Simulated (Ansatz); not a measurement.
**How far is PAW off for Ga?**

```xyz
1
Lattice="-1.3922 1.3922 2.2103 1.3922 -1.3922 2.2103 1.3922 1.3922 -2.2103" Properties=species:S:1:pos:R:3 pbc="T T T"
Ga    0.0000    0.0000    0.0000
```

The cell is COD entry 9012723, as deposited and not checked against the literature; nothing was relaxed. The listed cell was then made from it by scaling, straining or moving an atom.

All numbers are computed: DFT, PBE, PAW with Ansatz's default frozen-core files, scalar-relativistic (Ansatz 0.2.0); DFT, PBE, all-electron LAPW, scalar-relativistic (Ansatz 0.2.0).

For PAW: a Γ-centred 14×14×16 k mesh, Fermi–Dirac smearing of 0.05 eV, cutoff 420 eV, no spin polarisation; this mesh doesn't keep the crystal's whole symmetry, which leaves small spurious terms. LAPW targets a basis error of 0.25 meV/atom. The Ansatz runs share mesh, smearing and spin set-up. Plane-wave (PAW) pressures include the program's estimate of the Pulay term.

Stress and pressure are positive in compression.

The change that made this cell: volume scaled by 0.975.

PAW results:

```json
{"quantity": "pressure (GPa)", "PAW": "6.16"}
{"quantity": "stress xx (GPa)", "PAW": "6.40"}
{"quantity": "stress zz (GPa)", "PAW": "5.69"}
{"quantity": "stress yz (GPa)", "PAW": "0.10"}
{"quantity": "stress xz (GPa)", "PAW": "0.10"}
```

(1) What does LAPW (all electrons) give for the same quantities?

Answers

(1) 
| quantity | LAPW |
| --- | --- |
| pressure (GPa) | 6.19 |
| stress xx (GPa) | 6.43 |
| stress zz (GPa) | 5.71 |
| stress yz (GPa) | 0.10 |
| stress xz (GPa) | 0.10 |
